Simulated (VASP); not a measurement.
CsBr (CsCl type): computed properties

The numbers are results of r2SCAN meta-GGA, VASP's PBE PAW potentials (set 64) (plane waves; VASP), not measurements.

For CsBr, the space group is Pm-3m (221), the cell is a = 4.3221 Å, b = 4.3221 Å, c = 4.3221 Å, α = 90.00°, β = 90.00°, γ = 90.00° and the volume per atom comes out as 40.37 Å^3/atom. The band gap (over mesh and band path) comes out as 5.18 eV, the smallest direct gap (over mesh and band path) is 5.18 eV and the band-edge character is indirect, M to Γ. The density comes out as 4.38 g/cm³.

Space group Pm-3m (No. 221); a = b = c = 4.3221 Å, α = β = γ = 90.00°

```tsv
atom	site	symmetry	x	y	z
Cs	1a	m-3m	0.0000	0.0000	0.0000
Br	1b	m-3m	0.5000	0.5000	0.5000
```

Measured: gap 7.30 eV (computed value off by -2.12 eV), as given by Aguado et al., (1998), arXiv:cond-mat/9809176. Unless said otherwise, spin-orbit coupling is left out, though it shifts the bands of the heavy elements here.

The compound is CsBr in the CsCl type structure. It was relaxed first. Symmetry was kept, so distortions that lower it aren't found.
